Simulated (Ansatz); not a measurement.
## Formation energy of rocksalt-structured ZrN

The computed numbers are results of PBEsol, scalar-relativistic (no spin polarisation) in the plane-wave PAW code Ansatz at 420 eV, Γ-centred 12×12×12 mesh, 0.05 eV Gaussian smearing; PAW files: Ansatz's generated set soft_2.

The start was a prototype's sites filled with these elements; the Crystallography Open Database holds the compound in this structure.

It takes space group Fm-3m (No. 225, cubic). Conventional cell: a = 4.552 Å, b = 4.552 Å, c = 4.552 Å, α = 90.00°, β = 90.00°, γ = 90.00°. Zr (site symmetry m-3m) has 6 N at 2.28 Å as nearest neighbours. Around N (site symmetry m-3m) lie 6 Zr at 2.28 Å. (Shells end 15 % past the nearest neighbour.)

The elements were computed in their standard states (gases as isolated molecules) with the same datasets, cutoff and functional. Absolute energies hang on the potentials; compare differences alone.

Energy of the relaxed cell (2 atoms, smearing extrapolated to zero): -4510.984 eV. Elements, in eV/atom: Zr -4128.636, N -378.472.

Problem. What is the formation energy?

Solution. [-4510.984 − (1 × -4128.636 + 1 × -378.472)] / 2 = -1.94 eV/atom, or -187 kJ per mole of atoms.

The value is for 0 K, without zero-point energy and without any correction for the binding of gas molecules. The functional's error in the binding of N₂ enters directly. A negative value shows stability against the elements alone, not against other compounds or structures.

The calculation's cell holds 17 valence electrons, an odd number. Without magnetic order each band takes two, so one stays part-filled and the crystal must be a metal. (Only strong correlation, outside this picture, could make a Mott insulator of it.) A formal count (Zr⁴⁺, N³⁻) leaves 1 electron a formula unit beyond the anions' closed shells. It goes into the bands above the anion p states, which fits the metal found.

Spin polarisation wasn't tried.
